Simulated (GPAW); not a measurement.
Runs of GPAW 26.7.0 on HfB2. Symmetry: P6/mmm, No. 191, hexagonal system. Conventional cell: a = 3.140 Å, b = 3.140 Å, c = 3.480 Å, α = 90.00°, β = 90.00°, γ = 120.00°. Around Hf (site symmetry 6/mmm) lie 12 B at 2.51 Å. Around B (site symmetry -6m2) lie 3 B at 1.81 Å. 

| task | level | potentials or basis | U | k mesh | cutoff (eV) | smearing | maxiter | fermi k mesh | mixer | kernel | eta | other keys | mesh quality | gap on the mesh (eV) | pressure (GPa) |
| --- | --- | --- | --- | --- | --- | --- | --- | --- | --- | --- | --- | --- | --- | --- | --- |
| Fermi surface | WC | PAW data sets generated in the run's folder for this functional, pw | - | 5 × 5 × 4 | 680 | fermi-dirac 0.01 eV | 60 | 8 × 8 × 6 | pulay | - | - | several, not listed | coarse | none | -2.7 |
| energy-loss spectrum | LDA+U | the program's PAW data sets (release 1.2.1) made for this functional, pw | Hf d U = 2 eV | 8 × 8 × 6 | 600 | fermi-dirac 0.05 eV | 150 | - | - | RPA | 0.2 eV | - | not flagged | none | - |
| density of states | BLYP+D3(BJ) | PAW data sets generated in the run's folder for this functional, pw | - | 6 × 6 × 5 | 680 | fermi-dirac 0.01 eV | 150 | - | - | - | - | - | coarse | none | -5.8 |
| electron localisation function | WC | PAW data sets generated in the run's folder for this functional, pw | - | 5 × 5 × 4 | 680 | fermi-dirac 0.01 eV | 150 | - | pulay | - | - | - | coarse | none | -2.7 |
| single point | LDA+U | the program's PAW data sets (release 1.2.1) made for this functional, pw | Hf d U = 2 eV | 8 × 8 × 6 | 600 | fermi-dirac 0.05 eV | 120 | - | - | - | - | - | not flagged | none | (a) |

Alike in all rows: no spin polarisation; cell as given.

Task: Fill in the values left out.

Result: (a) -4.2.

Caveats: some runs use coarse meshes; the cutoff is short for stress and forces, so pressures can be off by a GPa or more (some runs); U without spin polarisation on a metal has little footing (some runs); the U is typed as a test and isn't derived for this compound (some runs); the highest transitions drop out of the frequency grid (some runs); response on these states lacks terms of the Hamiltonian (some runs); pairwise dispersion overbinds metals, which lowers pressure and volume (some runs).

A k mesh can miss the band edges, and the runs leave out spin-orbit coupling on Hf.

A gap of «none» marks a metal or a gap under the smearing width.
